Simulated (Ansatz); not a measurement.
## How far is PAW off for InSe?

```
In Se
1.0
     5.82639   -2.05465    0.00000
     5.82639    2.05465    0.00000
    -1.72323    0.00000    4.77135
In Se
2 2
Direct
  0.11180 0.11180 0.95316
  0.88820 0.88820 0.04684
  0.33907 0.33907 0.33104
  0.66093 0.66093 0.66896
```

Atom numbers follow the list: In1, In2, Se3, Se4.

The cell is the one relaxed in the Materials Project (mp-21405), not relaxed further here; entries there can be hypothetical.

Spin–orbit coupling is left out, though it moves levels of the heavy atoms by tenths of an eV or more.

Methods: DFT, LDA, PAW with Ansatz's default frozen-core files, scalar-relativistic (Ansatz 0.2.0); DFT, LDA, all-electron PAW with datasets made for the crystal, scalar-relativistic (Ansatz 0.2.0); DFT, LDA, all-electron LAPW, scalar-relativistic (Ansatz 0.2.0).

For PAW: a Γ-centred 7×7×6 k mesh, Fermi–Dirac smearing of 0.03 eV, cutoff 420 eV, no spin polarisation; the PAW files were made with PBE, and the program remakes their frozen cores for this functional. The crystal-made all-electron datasets (AE datasets) take a cutoff of 240 eV at this cell. LAPW targets a basis error of 0.5 meV/atom. The Ansatz runs share mesh, smearing and spin set-up. Plane-wave (PAW) pressures include the program's estimate of the Pulay term.

Stress and pressure are positive in compression.

No spin–orbit coupling: at heavy atoms the gradients can be off by tens of per cent for that reason.

Levels count from the top of the valence band.

| quantity | PAW | AE datasets | LAPW |
| --- | --- | --- | --- |
| pressure (GPa) | -2.79 | -2.78 | -2.78 |
| stress xx (GPa) | -3.37 | -3.36 | -3.36 |
| stress yy (GPa) | -2.67 | -2.66 | -2.66 |
| stress zz (GPa) | -2.33 | -2.32 | -2.32 |
| force on In1, x (eV/Å) | 0.078 | 0.077 | 0.077 |
| force on Se3, z (eV/Å) | -0.090 | -0.088 | -0.089 |
| band gap (eV) | 0.991 | 0.989 | 0.991 |
| highest filled level at Y2 (eV) | -0.052 | -0.054 | -0.052 |
| lowest empty level at Y2 (eV) | 1.369 | 1.368 | 1.370 |
| highest filled level at C2 (eV) | -1.231 | -1.233 | -1.231 |
| lowest empty level at C2 (eV) | 2.229 | 2.227 | 2.229 |
| highest filled level at Γ (eV) | -1.116 | -1.117 | -1.115 |
| lowest empty level at Γ (eV) | 2.604 | 2.602 | 2.604 |
| field gradient Vzz at In1 (10²¹ V/m²) | -12.67 | -12.60 | – |
| field gradient Vzz at Se3 (10²¹ V/m²) | ? | ? | – |

(1) Give the missing entry: row "field gradient Vzz at Se3 (10²¹ V/m²)", column "PAW".

(2) Fill in "AE datasets" for the row "field gradient Vzz at Se3 (10²¹ V/m²)".

Answers

(1) -8.05.

(2) -8.15.
